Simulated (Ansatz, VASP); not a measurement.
**ZnS in VASP and in Ansatz**

```
CELL_PARAMETERS angstrom
3.97218 0.00000 0.00000
-1.98609 3.44001 0.00000
0.00000 0.00000 6.50049
ATOMIC_POSITIONS crystal
Zn 0.33333 0.66667 0.00492
Zn 0.66667 0.33333 0.50492
S 0.33333 0.66667 0.38008
S 0.66667 0.33333 0.88008
```

Alike in both runs: functional PBE; k mesh 12 × 12 × 6; occupations gaussian, width 0.02 eV; no spin polarisation.

Ansatz relaxed the structure, and its values are those at the end. VASP's run is a single point on that final structure, the one shown.

```csv
,VASP,Ansatz
version,VASP 6.6.1,Ansatz 0.2.0
potentials or method,"VASP PAW PBE potentials, release 64 (Zn, S)","scalar-relativistic, plane waves, PAW"
plane-wave cutoff (eV),520,420
valence electrons in the cell,36,36
```

|  | VASP | Ansatz | Ansatz less VASP |
| --- | --- | --- | --- |
| gap on the k mesh at the Fermi level (eV) | 1.67 | 1.67 | 0.000 |
| least direct gap on the mesh (eV) | 1.67 | 1.67 | 0.000 |
| pressure (GPa) | -5.2 | -5.3 | -0.11 |
| rms of the force components (eV/Å) | 0.003 | 0.003 | +0.0003 |

With one functional, cell and mesh, what is left measures potentials, basis and numerics.

A k mesh can miss the band edges.
